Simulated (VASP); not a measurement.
Wanted: the native input for a VASP 6.6.1 run.

```yaml
Task: single point
Functional: PBE
Potentials_or_basis: VASP PAW PBE potentials, release 64 (Ce, O)
Cutoff: 520 eV
k_mesh: 9 × 9 × 9
Occupations: gaussian, width 0.05 eV
Spin: collinear spin, ferromagnetic start
Starting_moments: "[1.0, 0.0] μB"
Fixed_moment: 2 μB
Further_INCAR_settings: ALGO = Normal; EDIFF = 1e-06
```

The structure of CeO lies in POSCAR:

```
CeO
1.0
    1.2318552300      0.7112119500      3.9303922000
   -1.2318552300      0.7112119500      3.9303922000
    0.0000000000     -1.4224239000      3.9303922000
Ce O
1 1
Direct
    0.5000000000      0.5000000000      0.5000000000
    0.0000000000      0.0000000000      0.0000000000
```

The cell comes from a database or a generator and needn't be the stable form of this composition.

These files were run (other wordings do the same):

INCAR

```
PREC = Accurate ; ENCUT = 520
EDIFF = 1E-6 ; ISMEAR = 0
SIGMA = 0.05 ; LREAL = F
LASPH = T ; NELM = 100
ALGO = Normal ; ISIF = 2
LWAVE = F ; LCHARG = F
ISPIN = 2 ; MAGMOM = 1 0
LORBIT = 11 ; NUPDOWN = 2
LMAXMIX = 6 ; GGA = PE
```

KPOINTS

```
Automatic mesh
0
Gamma
  9 9 9
```

Potentials or basis: VASP PAW PBE potentials, release 64 (Ce, O).

The run is started by

```bash
$ cat potpaw_PBE.64/Ce/POTCAR potpaw_PBE.64/O/POTCAR > POTCAR
$ mpirun -np 1 vasp_std > vasp.out
```

It gave:

```yaml
Pressure: 137.6 GPa
Net_moment: 2.00 μB per cell
Site_moments: Ce +1.78; O +0.26 μB
Valence_electrons_inside_the_program's_atomic_spheres: Ce 11.67; O 4.99
```

Caveat: the magnetic or orbital state may not be the lowest; a pressure of tens of GPa on the cell as given is suspect, and the run, the potentials or the cell itself is likely at fault; the total moment is fixed, so each spin has its own Fermi level.

Run time: 64 s on 1 thread of Intel(R) Xeon(R) Platinum 8559C (Emerald Rapids) (shared host), peak memory 0.25 GiB.
